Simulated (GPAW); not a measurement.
# MgO (Fm-3m) in GPAW: a series of runs, part 2 of 2

GPAW 26.7.0. Earlier steps stand in the parts before.

**3. Born charges, vdW-DF**

Contents of run.py:

```python
import json
import numpy as np
from ase import Atoms
from ase.constraints import FixSymmetry
from ase.io import read, write
from ase.optimize import BFGS
from phonopy import Phonopy
from phonopy.structure.atoms import PhonopyAtoms
from gpaw import GPAW, PW
from gpaw.berryphase import polarization_phase

atoms = read('MgO.cif')

calc = GPAW(mode=PW(680),
            xc={'name': 'vdW-DF', 'backend': 'libvdwxc'},
            kpts={'size': (6, 6, 6), 'gamma': True},
            occupations={'name': 'marzari-vanderbilt', 'width': 0.01},
            nbands=16,
            convergence={'density': 1e-06, 'eigenstates': 1e-09},
            eigensolver={'name': 'davidson', 'niter': 4},
            maxiter=60,
            txt='gpaw.txt')
atoms.calc = calc
atoms.set_constraint(FixSymmetry(atoms))
BFGS(atoms, trajectory='relax.traj', logfile='-').run(fmax=0.005, steps=40)
atoms.set_constraint()
energy = atoms.get_potential_energy()
forces = atoms.get_forces()
calc.write('gs.gpw')
write('result.traj', atoms)
print('Cell:', atoms.cell.cellpar().round(4))
print(atoms.get_scaled_positions().round(5))

n = len(atoms)
unit = PhonopyAtoms(symbols=atoms.get_chemical_symbols(), cell=atoms.cell[:], scaled_positions=atoms.get_scaled_positions())
ph = Phonopy(unit, supercell_matrix=np.eye(3, dtype=int), primitive_matrix=np.eye(3), symprec=1e-4)
ph.generate_displacements(distance=0.01, is_plusminus=True)
forces, phases = [], []
for i, move in enumerate(ph.dataset['first_atoms']):
    b = atoms.copy()
    b.positions[move['number']] += move['displacement']
    c = GPAW(mode=PW(680),
             xc={'name': 'vdW-DF', 'backend': 'libvdwxc'},
             kpts={'size': (6, 6, 6), 'gamma': True},
             occupations={'name': 'marzari-vanderbilt', 'width': 0.01},
             nbands=16,
             convergence={'density': 1e-06, 'eigenstates': 1e-09},
             eigensolver={'name': 'davidson', 'niter': 4},
             maxiter=60,
             symmetry='off',
             txt=f'disp-{i:02d}.txt')
    b.calc = c
    f = b.get_forces()
    forces.append(f - f.mean(axis=0))
    c.write('disp.gpw', 'all')
    phases.append(polarization_phase(gpw_wfs='disp.gpw')['phase_c'])
    print(move['number'], np.round(move['displacement'], 4), 'phases', phases[-1].round(5), flush=True)

# each pair of opposite moves, with its images under the space group
ops, cell, spos = ph.symmetry.symmetry_operations, atoms.cell[:].T, atoms.get_scaled_positions()
moves, dipoles = [[] for a in atoms], [[] for a in atoms]
for move, up, down in zip(ph.dataset['first_atoms'][::2], phases[::2], phases[1::2]):
    dphi = (up - down + np.pi) % (2 * np.pi) - np.pi
    dp = dphi @ atoms.cell[:] / (2 * np.pi)  # e A
    for w, t in zip(ops['rotations'], ops['translations']):
        x = w @ spos[move['number']] + t - spos
        b = np.linalg.norm(x - x.round(), axis=1).argmin()
        R = cell @ w @ np.linalg.inv(cell)
        moves[b].append(R @ move['displacement'] * 2)
        dipoles[b].append(R @ dp)
Z = np.array([np.linalg.lstsq(np.array(u), np.array(p), rcond=None)[0].T for u, p in zip(moves, dipoles)])  # Z[a, i, j] = dp_i / du_j
ph.forces = forces
ph.produce_force_constants()
ph.symmetrize_force_constants()
H = ph.force_constants.transpose(0, 2, 1, 3).reshape((3 * n, 3 * n))
rule = Z.sum(axis=0)
print('Sum of the charges:')
print(rule.round(4))
Z -= rule / n
for a in atoms:
    print(a.symbol)
    print(Z[a.index].round(3))
w = np.repeat(atoms.get_masses()**-0.5, 3)
omega2, modes = np.linalg.eigh(H * w * w[:, None])
nu = np.sign(omega2) * abs(omega2)**0.5 * 521.4709  # cm^-1
dipoles = np.einsum('aij,ajm->mi', Z, (modes * w[:, None]).reshape((n, 3, -1)))  # e / amu^0.5
optical = np.argsort(abs(omega2))[3:]
eps_ion = sum(np.outer(dipoles[m], dipoles[m]) / omega2[m] for m in optical) * 4 * np.pi * 14.399645 / atoms.get_volume()
for m in range(3 * n):
    print(f'{nu[m]:9.2f} cm^-1  IR {(dipoles[m]**2).sum():8.4f} e^2/amu')
print('Lattice part of the dielectric tensor:')
print(eps_ion.round(3))
json.dump({'Z': Z.tolist(), 'rule': rule.tolist(), 'nu': nu.tolist(), 'ir': (dipoles**2).sum(1).tolist(), 'eps_ion': eps_ion.tolist()},
          open('born.json', 'w'))
```

Contents of MgO.cif:

```cif
data_MgO
_cell_length_a 2.96560781
_cell_length_b 2.96560781
_cell_length_c 2.96560781
_cell_angle_alpha 60.00000000
_cell_angle_beta 60.00000000
_cell_angle_gamma 60.00000000
_space_group_name_H-M_alt 'P1'
_space_group_name_Hall 'P 1'
_space_group_IT_number 1
loop_
_space_group_symop_operation_xyz
'x,y,z'
loop_
_atom_site_label
_atom_site_type_symbol
_atom_site_symmetry_multiplicity
_atom_site_Wyckoff_symbol
_atom_site_fract_x
_atom_site_fract_y
_atom_site_fract_z
_atom_site_occupancy
Mg1 Mg 1 a 0.0000000000 0.0000000000 0.0000000000 1
O1 O 1 a 0.5000000000 0.5000000000 0.5000000000 1
```

Potentials or basis: GPAW PAW data sets (gpaw-data 1.2.1), pw.

Launch:

```sh
> OMP_NUM_THREADS=1 python run.py
```

gpaw.txt:

```text
__  _  _
 | _ |_)|_||  |
 |__||  | ||/\| - 26.7.0

Input parameters:
  mode=PW(ecut=680.0),
  convergence={'density': 1e-06, 'eigenstates': 1e-09},
  eigensolver=Davidson(niter=4),
  kpts=MonkhorstPack(size=(6, 6, 6), gamma=True),
  maxiter=60,
  nbands=16,
  occupations=Occupations(name='marzari-vanderbilt', width=0.01),
  xc=XC(name='vdW-DF', backend='libvdwxc')

Diagonalizing LCAO Hamiltonian
Converting LCAO to pw mode

                O

       Mg

Atoms  # Å, Bohr magnetons
|   | symbol |        x |        y |        z |    initial magnetic moments |
|---|--------|----------|----------|----------|-----------------------------|
| 0 |     Mg | 0.000000 | 0.000000 | 0.000000 | ( 0.0000,  0.0000,  0.0000) |
| 1 |      O | 2.965608 | 1.712194 | 1.210704 | ( 0.0000,  0.0000,  0.0000) |

Unit cell  # Å
| periodic |        x |         y |        z |  lengths |    angles |
|----------|----------|-----------|----------|----------|-----------|
|      yes | 2.965608 | -0.000000 | 0.000000 | 2.965608 | 60.000000 |
|      yes | 1.482804 |  2.568292 | 0.000000 | 2.965608 | 60.000000 |
|      yes | 1.482804 |  0.856097 | 2.421409 | 2.965608 | 60.000000 |

Number of symmetries: 48
Symmetry operations  # r_c * U_cc + t_c -> r_c
|    | kind |            matrix            |
|----|------|------------------------------|
|  0 |  σ   |  1, 0, 0,  1, 0,-1,  1,-1, 0 |
|  1 |  C2  |  1, 0, 0,  1,-1, 0,  1, 0,-1 |
|  2 |  E   |  1, 0, 0,  0, 1, 0,  0, 0, 1 |
|  3 |  σ   |  1, 0, 0,  0, 0, 1,  0, 1, 0 |
|  4 |  C4  |  1, 0,-1,  1, 0, 0,  1,-1, 0 |
|  5 |  S6  |  1, 0,-1,  1,-1, 0,  1, 0, 0 |
|  6 |  σ   |  1, 0,-1,  0, 1,-1,  0, 0,-1 |
|  7 |  C3  |  1, 0,-1,  0, 0,-1,  0, 1,-1 |
|  8 |  S6  |  1,-1, 0,  1, 0, 0,  1, 0,-1 |
|  9 |  C4  |  1,-1, 0,  1, 0,-1,  1, 0, 0 |
| 10 |  C3  |  1,-1, 0,  0,-1, 1,  0,-1, 0 |
| 11 |  σ   |  1,-1, 0,  0,-1, 0,  0,-1, 1 |
| 12 |  σ   |  0, 1, 0,  1, 0, 0,  0, 0, 1 |
| 13 |  C4  |  0, 1, 0,  0, 1,-1, -1, 1, 0 |
| 14 |  C3  |  0, 1, 0,  0, 0, 1,  1, 0, 0 |
| 15 |  S6  |  0, 1, 0, -1, 1, 0,  0, 1,-1 |
| 16 |  C2  |  0, 1,-1,  1, 0,-1,  0, 0,-1 |
| 17 |  σ   |  0, 1,-1,  0, 1, 0, -1, 1, 0 |
| 18 |  S4  |  0, 1,-1,  0, 0,-1,  1, 0,-1 |
| 19 |  C4  |  0, 1,-1, -1, 1, 0,  0, 1, 0 |
| 20 |  C3  |  0, 0, 1,  1, 0, 0,  0, 1, 0 |
| 21 |  σ   |  0, 0, 1,  0, 1, 0,  1, 0, 0 |
| 22 |  S6  |  0, 0, 1,  0,-1, 1, -1, 0, 1 |
| 23 |  C4  |  0, 0, 1, -1, 0, 1,  0,-1, 1 |
| 24 |  S4  |  0, 0,-1,  1, 0,-1,  0, 1,-1 |
| 25 |  C3  |  0, 0,-1,  0, 1,-1,  1, 0,-1 |
| 26 |  C2  |  0, 0,-1,  0,-1, 0, -1, 0, 0 |
| 27 |  S6  |  0, 0,-1, -1, 0, 0,  0,-1, 0 |
| 28 |  S4  |  0,-1, 1,  1,-1, 0,  0,-1, 0 |
| 29 |  C4  |  0,-1, 1,  0, 0, 1, -1, 0, 1 |
| 30 |  C2  |  0,-1, 1,  0,-1, 0,  1,-1, 0 |
| 31 |  σ   |  0,-1, 1, -1, 0, 1,  0, 0, 1 |
| 32 |  C3  |  0,-1, 0,  1,-1, 0,  0,-1, 1 |
| 33 |  S6  |  0,-1, 0,  0, 0,-1, -1, 0, 0 |
| 34 |  S4  |  0,-1, 0,  0,-1, 1,  1,-1, 0 |
| 35 |  C2  |  0,-1, 0, -1, 0, 0,  0, 0,-1 |
| 36 |  C2  | -1, 1, 0,  0, 1, 0,  0, 1,-1 |
| 37 |  S6  | -1, 1, 0,  0, 1,-1,  0, 1, 0 |
| 38 |  S4  | -1, 1, 0, -1, 0, 1, -1, 0, 0 |
| 39 |  C3  | -1, 1, 0, -1, 0, 0, -1, 0, 1 |
| 40 |  S6  | -1, 0, 1,  0, 0, 1,  0,-1, 1 |
| 41 |  C2  | -1, 0, 1,  0,-1, 1,  0, 0, 1 |
| 42 |  C3  | -1, 0, 1, -1, 1, 0, -1, 0, 0 |
| 43 |  S4  | -1, 0, 1, -1, 0, 0, -1, 1, 0 |
| 44 |  C2  | -1, 0, 0,  0, 0,-1,  0,-1, 0 |
| 45 |  i   | -1, 0, 0,  0,-1, 0,  0, 0,-1 |
| 46 |  σ   | -1, 0, 0, -1, 1, 0, -1, 0, 1 |
| 47 |  C2  | -1, 0, 0, -1, 0, 1, -1, 1, 0 |

BZ-sampling:
  Number of BZ points: 216
  Number of IBZ points: 16

  Monkhorst-Pack size: [6, 6, 6]
  Monkhorst-Pack shift: [0.08333333333333333, 0.08333333333333333, 0.08333333333333333]

K-points  # in reciprocal-cell coordinates
|     |                                coordinates |     weight |
|-----|--------------------------------------------|------------|
|   0 | (  0.00000000,   0.00000000,   0.00000000) | 0.00462963 |
|   1 | (  0.16666667,   0.16666667,   0.00000000) | 0.02777778 |
|   2 | (  0.16666667,   0.16666667,   0.16666667) | 0.03703704 |
|   3 | (  0.33333333,   0.16666667,   0.16666667) | 0.05555556 |
|   4 | (  0.33333333,   0.33333333,  -0.33333333) | 0.05555556 |
|   5 | (  0.33333333,   0.33333333,   0.00000000) | 0.02777778 |
|   6 | (  0.33333333,   0.33333333,   0.16666667) | 0.11111111 |
|   7 | (  0.33333333,   0.33333333,   0.33333333) | 0.03703704 |
|   8 | (  0.50000000,   0.33333333,  -0.33333333) | 0.11111111 |
|   9 | (  0.50000000,   0.33333333,  -0.16666667) | 0.05555556 |
| ... |                                            |            |
|  15 | (  0.50000000,   0.50000000,   0.50000000) | 0.01851852 |

Plane wave coefficients: 754
Cutoff: 680.0 eV

Spin-components: 1 (collinear spins)
Bands:           16
Projectors:      10
Spin-degeneracy: 2
Datatype:        complex128

Parallelization:
  kpt:    1
  domain: 1
  band:   1

Density:
  Valence electrons: 16.0
  Components: 1
  Grid points: [18 18 18]
  Charge: 0.0  # |e|

Potential:
  Grid points: [18 18 18]

species:
  Mg:
    name:    Magnesium
    Z:       12.0
    valence: 10
    core:    2
    charge:  0.0  # [|e|]
    compensation charges:
      type: gauss
      rc: 0.33  # [Å]
      lmax: 2
    cutoffs:
      filter: 1.86  # [Å]
      core: 0.54  # [Å]
    projectors
    | kind |    occ | energy [eV] | rcut [Å] |
    |------|--------|-------------|----------|
    |   2s |  2.000 |     -79.960 |    1.090 |
    |   3s |  2.000 |      -4.681 |    1.090 |
    |   2p |  6.000 |     -46.600 |    1.085 |
    |   3p |  0.000 |      -1.339 |    1.085 |
    |    d |        |       0.000 |    1.037 |

    Using partial waves for Mg as LCAO basis

  O:
    name:    Oxygen
    Z:       8.0
    valence: 6
    core:    2
    charge:  0.0  # [|e|]
    compensation charges:
      type: gauss
      rc: 0.21  # [Å]
      lmax: 2
    cutoffs:
      filter: 1.17  # [Å]
      core: 0.83  # [Å]
    projectors
    | kind |    occ | energy [eV] | rcut [Å] |
    |------|--------|-------------|----------|
    |   2s |  2.000 |     -23.998 |    0.688 |
    |   2p |  4.000 |      -8.969 |    0.598 |
    |    s |        |       3.214 |    0.688 |
    |    p |        |      18.243 |    0.598 |
    |    d |        |       0.000 |    0.619 |

    Using partial waves for O as LCAO basis

Reference energy: -7494.295279  # eV

eigensolver:
  Davidson
  Converge bands: occupied
  niter=4

density mixing:
  MSR1-Mixer
  Pratt-step length: 0.05
  Maximum mixing coefficient: 0.75
  Old densities: 10
  SVD Regularization: 0.005
  Good broyden scale: 1.0
  Trust region scale: 1.0
  Backstep threshold: 4.0
  History deletion threshold: 6.0
  Fourier metric: weight=20.0, sigma=0.015

occupation numbers:
  Marzari-Vanderbilt:
    width: 0.0100  # eV

poisson solver:
  ecut: 5440.0  # eV

xc functional:
  name: vdW-DF with libvdwxc
  Mode: serial
  Semilocal: GGA_X_PBE_R+LDA_C_PW with 2 nearest neighbor stencil
  Local blocksize: 36 x 36 x 36
  PAW datasets: revPBE

convergence criteria:
- Maximum integral of absolute [dens]ity change: 1e-06 electrons / valence electron
- Maximum integral of absolute [eigenst]ate change: 1e-09 eV^2 / valence electron
- Maximum [total energy] change in last 3 cyles: 0.0005 eV / valence electron
maximum number of iterations: 60

SCF iterations
|iter     | |      energy | eigst |  dens |
|---------|-|-------------|-------|-------|
|iter:   1| |  -32.329898 | -0.77 |       |
|iter:   2| |  -31.905472 | -2.47 | -0.96 |
|iter:   3| |  -30.757830 | -2.47 | -1.01 |
|iter:   4| |  -30.775770 | -3.40 | -1.57 |
|iter:   5| |  -30.788332 | -3.48 | -1.83 |
|iter:   6| |  -30.788489 | -4.61 | -2.99 |
|iter:   7| |  -30.788542c| -5.52 | -3.31 |
|iter:   8| |  -30.788543c| -6.80 | -4.54 |
|iter:   9| |  -30.788543c| -8.33 | -4.94 |
|iter:  10| |  -30.788543c|-11.18c| -5.90 |
|iter:  11| |  -30.788543c|-12.85c| -6.59c|

Converged in 11 steps
Energy contributions relative to reference atoms: (reference = -7494.295279)

Energy contributions:
  Kinetic:          18.737264
  Coulomb:         -15.770790
  Zero:              0.191442
  External:          0.000000
  Xc:              -33.946459
  Entropy:           0.000000
  Spinorbit:         0.000000
  ----------------------------
  Free energy:     -30.788543
  Extrapolated:    -30.788543

dipole moment: (-8.459768, -4.884249, -3.453686)  # |e|*Ang

Fermi level: 5.600
Eigenvalues  # (at kpt = [0.000, 0.000, 0.000])
| band index |      eig [eV] | occ [0-2] |
|------------|---------------|-----------|
|          0 |       -67.976 |     2.000 |
|          1 |       -34.717 |     2.000 |
|          2 |       -34.717 |     2.000 |
|          3 |       -34.717 |     2.000 |
|          4 |       -12.198 |     2.000 |
|          5 |         5.022 |     2.000 |
[... 8 lines left out ...]
|         14 |        26.851 |     0.000 |
|         15 |        29.784 |     0.000 |

Gap: 5.305 eV
Transition (v -> c):
  (s=0, k=0, n=7, [0.00, 0.00, 0.00]) -> (s=0, k=0, n=8, [0.00, 0.00, 0.00])
No difference between direct/indirect transitions

Forces  # eV/Ang
|        x |       y |        z |
|----------|---------|----------|
|  0.00000 | 0.00000 | -0.00000 |  # Mg   0
| -0.00000 | 0.00000 |  0.00000 |  # O    1

# Writing to gs.gpw (mode='')
```

It took 4.8 min on 1 thread of Arm Neoverse V2, shared host; peak memory 0.42 GiB.

Results:

| Property | Result |
| --- | --- |
| Free energy | -30.7885 eV |
| Band gap on the k mesh | 5.30 eV, direct |
| Born charges (mean of the diagonal) | Mg +1.97; O -1.97 e |
| Highest phonon frequency at Γ, LO-TO splitting left out | 417 cm⁻¹ |

Final structure:
```yaml
crystal:
  lattice:
    - [2.96561, 0.00000, 0.00000]
    - [1.48280, 2.56829, 0.00000]
    - [1.48280, 0.85610, 2.42141]
  atoms:
    - { symbol: Mg, position: [0.00000, 0.00000, 0.00000] }
    - { symbol: O, position: [0.50000, 0.50000, 0.50000] }
```

Levels at points of the mesh, in eV from the valence-band top:
```csv
k point,band 4,band 5,band 6,band 7,band 8,band 9,band 10,band 11,band 12
"(0.00, 0.00, 0.00)",-39.74,-17.22,0.00,0.00,0.00,5.30,16.22,16.22,16.22
"(0.50, 0.50, 0.00)",-39.77,-15.69,-3.99,-1.33,-1.33,9.63,10.50,13.62,19.49
"(0.50, 0.50, 0.50)",-39.75,-15.92,-4.52,-0.65,-0.65,8.44,13.12,16.75,16.75
```

Phonon frequencies in cm⁻¹ (negative: imaginary):
```
              q point        frequencies
(0.000, 0.000, 0.000)  0 0 0 417 417 417
```

Born effective charge tensors (e):
atom 1, Mg
```
1.97 0.00 0.00
0.00 1.97 0.00
0.00 0.00 1.97
```
atom 2, O
```
-1.97  0.00  0.00
 0.00 -1.97  0.00
 0.00  0.00 -1.97
```

Caveat: the k mesh is coarse (spacing up to 0.43 Å⁻¹), so the values aren't converged; the LO-TO splitting is left out; this smearing can pin the Fermi level at a band edge.

**4. How close it comes**

Step 2. Measured gap of MgO: 7.83 eV (quoted in “Electronic structure of alkaline earth and post-transition metal oxides”, 2009, arxiv:0908.1581). This calculation gives 5.72 eV (-2.11 eV). The value is that of r2SCAN, without temperature or zero-point motion. The cell is a database's relaxed one, not the measured one, which moves gaps too.
